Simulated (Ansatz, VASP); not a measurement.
One calculation of HgTe, two programs

```
Hg Te
1.0
     0.05574    3.26175    3.26175
     3.26175    0.05574    3.26175
     3.26175    3.26175    0.05574
Hg Te
1 1
Cartesian
  0.0129 0.0129 0.0129
  1.6319 1.6319 1.6319
```

Change from the starting cell: strained cell.

Alike in both runs: functional PBEsol; k mesh 9 × 9 × 9; occupations gaussian, width 0.1 eV; no spin polarisation.

Ansatz relaxed the structure, and its values are those at the end. VASP's run is a single point on that final structure, the one shown.

|  | VASP | Ansatz |
| --- | --- | --- |
| version | VASP 6.6.1 | Ansatz 0.2.0 |
| potentials or method | VASP PAW PBE potentials, release 64 (Hg, Te) | scalar-relativistic, plane waves, PAW |
| plane-wave cutoff (eV) | 520 | 420 |
| valence electrons in the cell | 18 | 36 |

```csv
,VASP,Ansatz,Ansatz less VASP
gap on the k mesh at the Fermi level (eV),none,none,-
pressure (GPa),1.0,0.9,-0.12
```

A gap of «none» marks a metal or a gap that the smearing closes. The functional is the same, so the differences come from potentials, cutoffs and numerics. The two sets of potentials don't hold the same shells in valence. Ansatz warned: «stress_scf_threshold_loose».

Caveats: the PAW data sets were made with another functional, which shifts forces and pressure a little (VASP). The runs have no spin-orbit coupling, so splittings on Hg, Te are missing.
